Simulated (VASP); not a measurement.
Energy against volume of NaBr (rock salt). These are SCAN meta-GGA, VASP's PBE PAW potentials (set 64) (plane waves; VASP) values and carry that method's errors.

```csv
V (Å³/atom),E (eV/atom)
24.198,-13.56872
24.971,-13.57471
25.743,-13.57632
26.515,-13.57513
27.287,-13.57047
```

Task: Fit a third-order Birch-Murnaghan equation of state.

Result: 
```json
{
  "volume_per_atom": "25.77 Å³/atom",
  "bulk_modulus": "23.6 GPa",
  "pressure_derivative_of_the_bulk_modulus": "3.66",
  "lattice_constant_a": "5.907 Å"
}
```

The compound is NaBr in the rock salt structure. It was relaxed first.
